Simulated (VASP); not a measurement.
Set up this calculation in VASP 6.6.1, as the native input.

```
Task                   : relaxation of cell and atoms
Functional             : PBE
Potentials or basis    : VASP PAW PBE potentials, release 64 (Mg, Te)
Cutoff                 : 600 eV
k mesh                 : 6 × 6 × 4
Occupations            : gaussian, width 0.02 eV
Spin                   : no spin polarisation
Dipole correction      : no
Further INCAR settings : ALGO = Fast; EDIFF = 1e-07; IBRION = 2; EDIFFG = -0.005; NSW = 100; ISIF = 3
```

The structure of MgTe lies in POSCAR:

```
MgTe
1.0
    4.5200000000      0.0000000000      0.0000000000
   -2.2600000000      3.9144348251      0.0000000000
    0.0000000000      0.0000000000      7.3300000000
Mg Te
2 2
Direct
    0.3333333333      0.6666666667      0.0000000000
    0.6666666667      0.3333333333      0.5000000000
    0.3333333333      0.6666666667      0.3850000000
    0.6666666667      0.3333333333      0.8850000000
```

One way to write it, as run:

INCAR

```
SYSTEM = MgTe
  PREC = Accurate
  ENCUT = 600
  EDIFF = 1E-7
  ISMEAR = 0
  SIGMA = 0.02
  LREAL = .FALSE.
  LASPH = .TRUE.
  NELM = 100
  ALGO = Fast
  ISIF = 3
  LWAVE = .FALSE.
  LCHARG = .FALSE.
  GGA = PE
  IBRION = 2
  NSW = 100
  EDIFFG = -0.005
```

KPOINTS

```
Automatic mesh
0
G
  6 6 4
  0 0 0
```

Potentials or basis: VASP PAW PBE potentials, release 64 (Mg, Te).

Launch:

```bash
$ cat potpaw_PBE.64/Mg/POTCAR potpaw_PBE.64/Te/POTCAR > POTCAR
$ mpirun -np 1 vasp_std > vasp.out
```

It gave:

```
Relaxed volume                         : 34.47 Å³/atom
Relaxed cell                           : a = 4.608 Å, b = 4.608 Å, c = 7.498 Å, α = 90.00°, β = 90.00°, γ = 120.00°
Space group after relaxing (to 0.05 Å) : P6_3mc (No. 186)
Energy gained by relaxing              : 17.9 meV/atom
Ionic steps                            : 9
Pressure after relaxing                : 0.0 GPa
Band gap on the k mesh                 : 2.36 eV, direct
```

Caveat: spin-orbit coupling is left out, which moves the levels of the heavy elements.

Run time: 5 min on 1 thread of Intel(R) Xeon(R) Platinum 8488C (Sapphire Rapids), on a shared host, peak memory 0.3 GiB.
